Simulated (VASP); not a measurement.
Si2C: relaxation of cell and atoms with r2SCAN+rVV10

Crystal: Si2C.

```xyz
3
Lattice="3.3797 0.0000 0.0000 -1.6899 2.9269 0.0000 0.0000 0.0000 4.6533" Properties=species:S:1:pos:R:3 pbc="T T T"
Si    0.0000    1.9513    3.4916
Si    0.0000    1.9513    1.1617
C     0.0000    0.0000    0.0000
```

The cell was built by a generator and needn't be a form met in nature.

```
Program                : VASP 6.6.1
Task                   : relaxation of cell and atoms
Functional             : r2SCAN
Dispersion             : rVV10
Potentials or basis    : VASP PAW PBE potentials, release 64 (Si, C)
Cutoff                 : 600 eV
k mesh                 : 9 × 9 × 6
Occupations            : gaussian, width 0.05 eV
Spin                   : no spin polarisation
Further INCAR settings : ALGO = Normal; EDIFF = 1e-06; IBRION = 2; EDIFFG = -0.01; NSW = 40; ISIF = 3
```

```yaml
Relaxed_volume: 11.50 Å³/atom
Relaxed_cell: a = 2.856 Å, b = 2.856 Å, c = 4.888 Å, α = 90.00°, β = 90.00°, γ = 120.00°
Space_group_after_relaxing_to_0.05_Å: P-6m2 (No. 187)
Energy_gained_by_relaxing: 544.9 meV/atom
Ionic_steps: 22
Pressure_after_relaxing: 0.0 GPa
Largest_force_after_relaxing: 0.009 eV/Å
Band_gap_on_the_k_mesh: none (metal or under the smearing width)
```

Forces in eV/Å, atoms in the order of the input:
```
Si   0.000  0.000  0.009
Si   0.000  0.000 -0.009
C    0.000  0.000  0.000
```

Step by step:
| step | energy change (eV) | largest force (eV/Å) | pressure (GPa) | volume (Å³) |
| --- | --- | --- | --- | --- |
| 1 | 0.0000 | 0.4842 | -15.52 | 46.03 |
| 2 | -1.5317 | 0.6584 | -9.14 | 36.52 |
| 3 | -1.5762 | 0.9697 | -6.53 | 35.42 |
| 4 | -1.5446 | 1.6934 | 0.78 | 33.27 |
| 5 | -1.5850 | 1.1502 | -4.65 | 34.79 |
| 6 | -1.4761 | 2.2315 | 12.94 | 32.16 |
| 7 | -1.6238 | 0.1530 | 0.65 | 33.84 |
| 8 | -1.6238 | 0.1286 | 0.77 | 33.82 |
| 9 | -1.6238 | 0.1054 | 0.89 | 33.80 |
| 10 | -1.6255 | 0.0070 | 0.20 | 34.05 |
| 11 | -1.6258 | 0.0507 | -0.20 | 34.20 |
| 12 | -1.6269 | 0.0019 | -0.40 | 34.28 |
| 13 | -1.6306 | 0.0788 | -1.19 | 34.53 |
| 14 | -1.6293 | 0.3235 | -2.31 | 35.02 |
| 15 | -1.6307 | 0.1619 | -1.69 | 34.74 |
| 16 | -1.6318 | 0.1675 | -1.44 | 34.75 |
| 17 | -1.6338 | 0.1057 | -1.03 | 34.77 |
| 18 | -1.6338 | 0.1210 | -1.05 | 34.77 |
| 19 | -1.6345 | 0.0369 | -0.58 | 34.68 |
| 20 | -1.6346 | 0.0095 | -0.33 | 34.63 |
| 21 | -1.6347 | 0.0042 | -0.23 | 34.60 |
| 22 | -1.6348 | 0.0092 | -0.02 | 34.51 |

Final structure:
```
Si C
1.0
     2.85553    0.00000    0.00000
    -1.42777    2.47296    0.00000
     0.00000    0.00000    4.88751
Si C
2 1
Direct
  0.33333 0.66667 0.75467
  0.33333 0.66667 0.24533
  0.00000 0.00000 0.00000
```

Levels at points of the mesh, in eV from the Fermi level:
| k point | band 2 | band 3 | band 4 | band 5 | band 6 | band 7 | band 8 | band 9 | band 10 |
| --- | --- | --- | --- | --- | --- | --- | --- | --- | --- |
| (0.00, 0.00, 0.00) | -10.98 | -9.37 | -1.13 | -1.13 | 3.76 | 5.64 | 6.95 | 6.95 | 7.48 |
| (0.00, 0.00, 0.50) | -13.27 | -4.05 | -2.47 | -1.09 | -1.09 | 5.77 | 7.70 | 7.70 | 8.26 |

Wall time 30 min on 1 thread of AMD EPYC 7R13 Processor (Zen 3), on a shared host, peak memory 0.29 GiB.

Caveat: the volume moved by over 15 % at a fixed basis, so the end points are rough; the PAW data sets were made with another functional, which shifts forces and pressure a little.
